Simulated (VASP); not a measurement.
# AgCl (Chlorargyrite) (Fm-3m) in VASP: further runs

The runs below take AgCl (Chlorargyrite) through relaxation of cell and atoms, relaxation of the atoms, with PBE.

All numbers are computed with VASP 6.6.1; they aren't measurements. Logs are shortened: lines on timing, memory, paths and dates and some standing lists are left out, and cuts for length are marked.

## (1) The structure

Symmetry: Fm-3m, No. 225, cubic system. The conventional cell has a = 5.593 Å, b = 5.593 Å, c = 5.593 Å, α = 90.00°, β = 90.00°, γ = 90.00°. Around Ag (site symmetry m-3m) lie 6 Cl at 2.80 Å. Cl (site symmetry m-3m) is surrounded by 6 Ag at 2.80 Å.

## (2) Relaxation of cell and atoms, PBE

Input file INCAR:

```
SYSTEM = AgCl
  ALGO = Normal
  EDIFF = 1E-7
  EDIFFG = -0.005
  ENCUT = 300
  GGA = PE
  IBRION = 2
  ISIF = 3
  ISMEAR = 0
  LASPH = .TRUE.
  LCHARG = .FALSE.
  LREAL = .FALSE.
  LWAVE = .FALSE.
  NELM = 80
  NSW = 90
  PREC = Accurate
  SIGMA = 0.03
```

Input file KPOINTS:

```
k-points
0
G
  4 4 4
  0 0 0
```

Input file POSCAR:

```
AgCl                                    
1.0
    0.0000000000      2.7966217371      2.7966217371
    2.7966217371     -0.0000000000      2.7966217371
    2.7966217371      2.7966217371      0.0000000000
  Ag              Cl            
     1     1
Direct
     1.0000000000000000    0.0000000000000000    0.0000000000000000
     0.5000000000000000    0.5000000000000000    0.5000000000000000
```

Potentials or basis: VASP PAW PBE potentials, release 64 (Ag, Cl).

On the command line:

```sh
> cat potpaw_PBE.64/Ag/POTCAR potpaw_PBE.64/Cl/POTCAR > POTCAR
> mpirun -np 1 vasp_std > vasp.out
```

OUTCAR:

```text
SYSTEM = AgCl
   EDIFF = 1E-7
   EDIFFG = -0.005
   ENCUT = 300
   GGA = PE
   IBRION = 2
   ISIF = 3
   ISMEAR = 0
   LASPH = .TRUE.
   LREAL = .FALSE.
   NELM = 80
   NSW = 90
   PREC = Accurate

 ion  position               nearest neighbor table
   1  0.000  0.000  0.000-   2 2.80   2 2.80   2 2.80   2 2.80   2 2.80   2 2.80
   2  0.500  0.500  0.500-   1 2.80   1 2.80   1 2.80   1 2.80   1 2.80   1 2.80

  LATTYP: Found a face centered cubic cell.
 ALAT       =     5.5932434742

  Lattice vectors:

 A1 = (   0.0000000000,   2.7966217371,   2.7966217371)
 A2 = (   2.7966217371,   0.0000000000,   2.7966217371)
 A3 = (   2.7966217371,   2.7966217371,   0.0000000000)

Analysis of symmetry for initial positions (statically):
=====================================================================
 Subroutine PRICEL returns:
 Original cell was already a primitive cell.

 Routine SETGRP: Setting up the symmetry group for a
 face centered cubic supercell.

 Subroutine GETGRP returns: Found 48 space group operations
 (whereof 48 operations were pure point group operations)
 out of a pool of 48 trial point group operations.

The static configuration has the point symmetry O_h .

Analysis of symmetry for dynamics (positions and initial velocities):
=====================================================================
 Subroutine PRICEL returns:
 Original cell was already a primitive cell.

 Routine SETGRP: Setting up the symmetry group for a
 face centered cubic supercell.

 Subroutine GETGRP returns: Found 48 space group operations
 (whereof 48 operations were pure point group operations)
 out of a pool of 48 trial point group operations.

The dynamic configuration has the point symmetry O_h .

 Subroutine INISYM returns: Found 48 space group operations
 (whereof 48 operations are pure point group operations),
 and found     1 'primitive' translations

----------------------------------------------------------------------------------------

                                     Primitive cell

  volume of cell :      43.7453

  direct lattice vectors                    reciprocal lattice vectors
     0.000000000  2.796621737  2.796621737    -0.178787139  0.178787139  0.178787139
     2.796621737  0.000000000  2.796621737     0.178787139 -0.178787139  0.178787139
     2.796621737  2.796621737  0.000000000     0.178787139  0.178787139 -0.178787139

  length of vectors
     3.955020389  3.955020389  3.955020389     0.309668409  0.309668409  0.309668409

  position of ions in fractional coordinates (direct lattice)
     0.000000000  0.000000000  0.000000000
     0.500000000  0.500000000  0.500000000

  ion indices of the primitive-cell ions
   primitive index   ion index
                 1           1
                 2           2

----------------------------------------------------------------------------------------

 KPOINTS: k-points

Automatic generation of k-mesh.
 Grid dimensions read from file:
 generate k-points for:    4    4    4

 Generating k-lattice:

  Cartesian coordinates                     Fractional coordinates (reciprocal lattice)
    -0.044696785  0.044696785  0.044696785     0.250000000  0.000000000  0.000000000
     0.044696785 -0.044696785  0.044696785     0.000000000  0.250000000  0.000000000
     0.044696785  0.044696785 -0.044696785     0.000000000  0.000000000  0.250000000

  Length of vectors
     0.077417102  0.077417102  0.077417102

  Shift w.r.t. Gamma in fractional coordinates (k-lattice)
     0.000000000  0.000000000  0.000000000

 Subroutine IBZKPT returns following result:
 ===========================================

[... 44 lines left out ...]
   EFERMI =   0.00;   METHOD = LEGACY
   ISMEAR =     0;   SIGMA  =   0.03  broadening in eV -4-tet -1-fermi 0-gaus
   EFERMI_NEDOS =   21; number of points for ismear=-14 and -15
   IALGO  =     38    algorithm
   IMIX   =      4    mixing-type and parameters
     AMIX     =   0.40;   BMIX     =  1.00
     AMIX_MAG =   1.60;   BMIX_MAG =  1.00
  volume/ion in A,a.u.               =      21.87       147.60
  Fermi-wavevector in a.u.,A,eV,Ry     =   1.217649  2.301022 20.172921  1.482668
  Thomas-Fermi vector in A             =   2.352962
   LORBIT       =      0    0 simple, 1 ext, 2 COOP (PROOUT), +10 PAW based schemes
   GGA     = PE    functional components
   LHFCALC =     F    Hartree Fock is set to
   AEXX    =    0.0000 exact exchange contribution
   IVDW    =     0    specifies the selected vdW correction
   LEPSILON=     F    determine dielectric tensor
   LRPA    =     F    only Hartree local field effects (RPA)
 conjugate gradient relaxation of ions
 non-spin polarized calculation
 Gauss-broadening in eV      SIGMA  =   0.03
  energy-cutoff  :      300.00
  volume of cell :       43.75
 maximum number of plane-waves:       531
 NGX is ok and might be reduce to    24
   NGX = 11   NGY = 11   NGZ = 11

--------------------------------------- Ionic step        1  -------------------------------------------

 number of electron      17.9999995 magnetization

 Free energy of the ion-electron system (eV)
  ---------------------------------------------------
  ext. energy  EPLUGINS =         0.00000000
  ---------------------------------------------------
  free energy    TOTEN  =        -5.39285799 eV

  energy without entropy =       -5.39285799  energy(sigma->0) =       -5.39285799

------------------------ aborting loop because EDIFF is reached ----------------------------------------

  FORCE on cell =-STRESS in cart. coord.  units (eV):
  Direction    XX          YY          ZZ          XY          YZ          ZX
  --------------------------------------------------------------------------------------
  -------------------------------------------------------------------------------------
  Total        0.0334879      0.0334879      0.0334879      0.0000000     -0.0000000     -0.0000000
  in kB        1.2264991      1.2264991      1.2264991      0.0000000     -0.0000000     -0.0000000
  external PRESSURE =       1.2264991 kB  Pullay stress =       0.0000000 kB

 VOLUME and BASIS-vectors are now :
 -----------------------------------------------------------------------------
  energy-cutoff  :      300.00
  volume of cell :       43.75
      direct lattice vectors                 reciprocal lattice vectors
     0.000000000  2.796621737  2.796621737    -0.178787139  0.178787139  0.178787139
     2.796621737  0.000000000  2.796621737     0.178787139 -0.178787139  0.178787139
     2.796621737  2.796621737  0.000000000     0.178787139  0.178787139 -0.178787139

 POSITION                                       TOTAL-FORCE (eV/Angst)
 -----------------------------------------------------------------------------------
      0.00000      0.00000      0.00000         0.000000      0.000000      0.000000
      2.79662      2.79662      2.79662        -0.000000     -0.000000     -0.000000
 -----------------------------------------------------------------------------------
    total drift:                                0.000000     -0.000000     -0.000000

  FREE ENERGIE OF THE ION-ELECTRON SYSTEM (eV)
  ---------------------------------------------------
  free  energy   TOTEN  =        -5.3928579924 eV

  energy  without entropy=       -5.3928579924  energy(sigma->0) =       -5.39285799

--------------------------------------- Ionic step        2  -------------------------------------------

 number of electron      17.9999996 magnetization

 Free energy of the ion-electron system (eV)
  ---------------------------------------------------
  ext. energy  EPLUGINS =         0.00000000
  ---------------------------------------------------
  free energy    TOTEN  =        -5.39290305 eV

  energy without entropy =       -5.39290305  energy(sigma->0) =       -5.39290305

 E-fermi :   3.6349     XC(G=0):  -9.8187

 val. band max:        3.4877097794   @ k =   0.5000   0.0000   0.0000
 cond. band min:       4.3869731210   @ k =   0.0000   0.0000   0.0000
 fundamental gap:      0.8992633415
 Fermi energy:         3.6348788810

 k-point     1 :       0.0000    0.0000    0.0000
  band No.  band energies     occupation
      1     -11.4848      2.00000
      2       1.1537      2.00000
      3       1.1537      2.00000
      4       1.1537      2.00000
      5       1.1932      2.00000
      6       1.1932      2.00000
      7       1.2744      2.00000
      8       1.2744      2.00000
      9       1.2744      2.00000
     10       4.3870      0.00000
     11      14.3558      0.00000
     12      14.3558      0.00000
     13      14.3558      0.00000
[... 98 lines left out ...]
  band No.  band energies     occupation
      1     -11.0300      2.00000
      2      -0.5342      2.00000
      3      -0.3190      2.00000
      4      -0.3190      2.00000
      5       1.5814      2.00000
      6       1.5814      2.00000
      7       1.5989      2.00000
      8       1.6081      2.00000
      9       2.3688      2.00000
     10       7.6367      0.00000
     11      11.3685      0.00000
     12      11.3685      0.00000
     13      11.4767      0.00000

------------------------ aborting loop because EDIFF is reached ----------------------------------------

  FORCE on cell =-STRESS in cart. coord.  units (eV):
  Direction    XX          YY          ZZ          XY          YZ          ZX
  --------------------------------------------------------------------------------------
  -------------------------------------------------------------------------------------
  Total        0.0042963      0.0042963      0.0042963     -0.0000000     -0.0000000      0.0000000
  in kB        0.1569708      0.1569708      0.1569708     -0.0000000     -0.0000000      0.0000000
  external PRESSURE =       0.1569708 kB  Pullay stress =       0.0000000 kB

 VOLUME and BASIS-vectors are now :
 -----------------------------------------------------------------------------
  energy-cutoff  :      300.00
  volume of cell :       43.85
      direct lattice vectors                 reciprocal lattice vectors
     0.000000000  2.798880771  2.798880771    -0.178642837  0.178642837  0.178642837
     2.798880771 -0.000000000  2.798880771     0.178642837 -0.178642837  0.178642837
     2.798880771  2.798880771 -0.000000000     0.178642837  0.178642837 -0.178642837

 POSITION                                       TOTAL-FORCE (eV/Angst)
 -----------------------------------------------------------------------------------
      0.00000      0.00000      0.00000        -0.000000      0.000000     -0.000000
      2.79888      2.79888      2.79888         0.000000     -0.000000      0.000000
 -----------------------------------------------------------------------------------
    total drift:                                0.000000     -0.000000     -0.000000

  FREE ENERGIE OF THE ION-ELECTRON SYSTEM (eV)
  ---------------------------------------------------
  free  energy   TOTEN  =        -5.3929030545 eV

  energy  without entropy=       -5.3929030545  energy(sigma->0) =       -5.39290305

 reached required accuracy - stopping structural energy minimisation
```

Run time: 2.9 s. Hardware: 1 thread of Intel Xeon 6975P-C (Granite Rapids), shared host; peak memory 0.13 GiB.

What came out:

```yaml
Free_energy: -5.3929 eV
Relaxed_volume: 21.93 Å³/atom
Relaxed_cell: a = 3.958 Å, b = 3.958 Å, c = 3.958 Å, α = 60.00°, β = 60.00°, γ = 60.00°
Space_group_after_relaxing_to_0.05_Å: Fm-3m (No. 225)
Energy_gained_by_relaxing: 0.0 meV/atom
Ionic_steps: 2
Pressure_after_relaxing: 0.0 GPa
Band_gap_on_the_k_mesh: 0.90 eV, indirect (least direct gap 3.11 eV)
```

Final structure:
```xyz
2
Lattice="0.0000 2.7989 2.7989 2.7989 0.0000 2.7989 2.7989 2.7989 0.0000" Properties=species:S:1:pos:R:3 pbc="T T T"
Ag    0.0000    0.0000    0.0000
Cl    2.7989    2.7989    2.7989
```

Levels at points of the mesh, in eV from the valence-band top:
| k point | band 5 | band 6 | band 7 | band 8 | band 9 | band 10 | band 11 | band 12 | band 13 |
| --- | --- | --- | --- | --- | --- | --- | --- | --- | --- |
| (0.00, 0.00, 0.00) | -2.29 | -2.29 | -2.21 | -2.21 | -2.21 | 0.90 | 10.87 | 10.87 | 10.87 |
| (0.50, 0.00, 0.00) | -1.99 | -1.99 | -1.69 | 0.00 | 0.00 | 4.31 | 6.37 | 7.72 | 7.72 |
| (0.50, 0.50, 0.00) | -2.64 | -2.12 | -1.88 | -1.88 | -1.81 | 2.41 | 8.06 | 8.53 | 11.36 |

Caveat: the k mesh is coarse (spacing up to 0.49 Å⁻¹), so the values aren't converged; the cutoff is under 1.25 times the usual one of these potentials, so pressure, stress and relaxed cells hold a basis-set (Pulay) error.

## (3) Relaxation of the atoms, PBE (a relaxed cell with its volume scaled by 0.94)

Input file INCAR:

```
SYSTEM = AgCl
  ALGO = Fast
  EDIFF = 1E-7
  EDIFFG = -0.01
  ENCUT = 300
  GGA = PE
  IBRION = 2
  ISIF = 2
  ISMEAR = 0
  LASPH = .TRUE.
  LCHARG = .FALSE.
  LREAL = .FALSE.
  LWAVE = .FALSE.
  NELM = 80
  NSW = 40
  PREC = Accurate
  SIGMA = 0.03
```

KPOINTS is that of step 2.

Input file POSCAR:

```
AgCl                                    
1.0
    0.0000000000      2.7417447232      2.7417447232
    2.7417447232     -0.0000000000      2.7417447232
    2.7417447232      2.7417447232     -0.0000000000
  Ag              Cl            
     1     1
Direct
     0.0000000000000000    0.0000000000000000    0.0000000000000000
     0.5000000000000000    0.5000000000000000    0.5000000000000000
```

Potentials or basis: VASP PAW PBE potentials, release 64 (Ag, Cl).

On the command line:

```sh
> cat potpaw_PBE.64/Ag/POTCAR potpaw_PBE.64/Cl/POTCAR > POTCAR
> mpirun -np 1 vasp_std > vasp.out
```

OUTCAR:

```text
SYSTEM = AgCl
   EDIFF = 1E-7
   EDIFFG = -0.01
   ENCUT = 300
   GGA = PE
   IBRION = 2
   ISIF = 2
   ISMEAR = 0
   LASPH = .TRUE.
   LREAL = .FALSE.
   NELM = 80
   NSW = 40
   PREC = Accurate

 ion  position               nearest neighbor table
   1  0.000  0.000  0.000-   2 2.74   2 2.74   2 2.74   2 2.74   2 2.74   2 2.74
   2  0.500  0.500  0.500-   1 2.74   1 2.74   1 2.74   1 2.74   1 2.74   1 2.74

  LATTYP: Found a face centered cubic cell.
[... 305 lines left out ...]

  FORCE on cell =-STRESS in cart. coord.  units (eV):
  Direction    XX          YY          ZZ          XY          YZ          ZX
  --------------------------------------------------------------------------------------
  -------------------------------------------------------------------------------------
  Total        0.8231629      0.8231629      0.8231629     -0.0000000      0.0000000     -0.0000000
  in kB       31.9952350     31.9952350     31.9952350     -0.0000000      0.0000000     -0.0000000
  external PRESSURE =      31.9952350 kB  Pullay stress =       0.0000000 kB

 VOLUME and BASIS-vectors are now :
 -----------------------------------------------------------------------------
  energy-cutoff  :      300.00
  volume of cell :       41.22
      direct lattice vectors                 reciprocal lattice vectors
     0.000000000  2.741744723  2.741744723    -0.182365629  0.182365629  0.182365629
     2.741744723  0.000000000  2.741744723     0.182365629 -0.182365629  0.182365629
     2.741744723  2.741744723  0.000000000     0.182365629  0.182365629 -0.182365629

 POSITION                                       TOTAL-FORCE (eV/Angst)
 -----------------------------------------------------------------------------------
      0.00000      0.00000      0.00000         0.000000      0.000000     -0.000000
      2.74174      2.74174      2.74174         0.000000     -0.000000      0.000000
 -----------------------------------------------------------------------------------
    total drift:                                0.000000     -0.000000     -0.000000

  FREE ENERGIE OF THE ION-ELECTRON SYSTEM (eV)
  ---------------------------------------------------
  free  energy   TOTEN  =        -5.3605859810 eV

  energy  without entropy=       -5.3605859810  energy(sigma->0) =       -5.36058598

 reached required accuracy - stopping structural energy minimisation
```

Wall time 2.3 s (1 thread of Intel Xeon 6975P-C (Granite Rapids), shared host); peak memory 0.13 GiB.

What came out:

| Property | Result |
| --- | --- |
| Free energy | -5.3606 eV |
| Pressure after relaxing | 3.2 GPa |
| Band gap on the k mesh | 0.88 eV, indirect (least direct gap 3.36 eV) |

Final structure:
```
Ag Cl
1.0
     0.00000    2.74174    2.74174
     2.74174    0.00000    2.74174
     2.74174    2.74174    0.00000
Ag Cl
1 1
Direct
  0.00000 0.00000 0.00000
  0.50000 0.50000 0.50000
```

Caveat: the k mesh is coarse (spacing up to 0.50 Å⁻¹), so the values aren't converged; the cutoff is under 1.25 times the usual one of these potentials, so pressure, stress and relaxed cells hold a basis-set (Pulay) error; the relaxation stopped at its first step, so nothing moved. A k mesh can miss the band edges.

## (4) Relaxation of the atoms, PBE (a relaxed cell with its volume scaled by 0.96)

INCAR is that of step 3.

KPOINTS is that of step 3.

Input file POSCAR:

```
AgCl                                    
1.0
    0.0000000000      2.7610534208      2.7610534208
    2.7610534208     -0.0000000000      2.7610534208
    2.7610534208      2.7610534208     -0.0000000000
  Ag              Cl            
     1     1
Direct
     0.0000000000000000    0.0000000000000000    0.0000000000000000
     0.5000000000000000    0.5000000000000000    0.5000000000000000
```

On the command line:

```sh
> cat potpaw_PBE.64/Ag/POTCAR potpaw_PBE.64/Cl/POTCAR > POTCAR
> mpirun -np 1 vasp_std > vasp.out
```

Run time: 2.5 s. Hardware: 1 thread of Intel Xeon 6975P-C (Granite Rapids), shared host; peak memory 0.13 GiB.

Results (log left out):

```yaml
Free_energy: -5.3782 eV
Pressure_after_relaxing: 2.0 GPa
Band_gap_on_the_k_mesh: 0.89 eV, indirect (least direct gap 3.27 eV)
```

Final structure:
```
Ag Cl
1.0
     0.00000    2.76105    2.76105
     2.76105    0.00000    2.76105
     2.76105    2.76105    0.00000
Ag Cl
1 1
Direct
  0.00000 0.00000 0.00000
  0.50000 0.50000 0.50000
```

Levels at points of the mesh, in eV from the valence-band top:
| k point | band 7 | band 8 | band 9 | band 10 | band 11 | band 12 |
| --- | --- | --- | --- | --- | --- | --- |
| (0.00, 0.00, 0.00) | -2.38 | -2.38 | -2.38 | 0.89 | 10.85 | 10.85 |
| (0.50, 0.00, 0.00) | -1.80 | 0.00 | 0.00 | 4.19 | 6.59 | 7.64 |
| (0.50, 0.50, 0.00) | -1.99 | -1.99 | -1.90 | 2.34 | 8.01 | 8.67 |

Caveat: the k mesh is coarse (spacing up to 0.49 Å⁻¹), so the values aren't converged; the cutoff is under 1.25 times the usual one of these potentials, so pressure, stress and relaxed cells hold a basis-set (Pulay) error; the relaxation stopped at its first step, so nothing moved.

(Continued in part 2 of 2.)
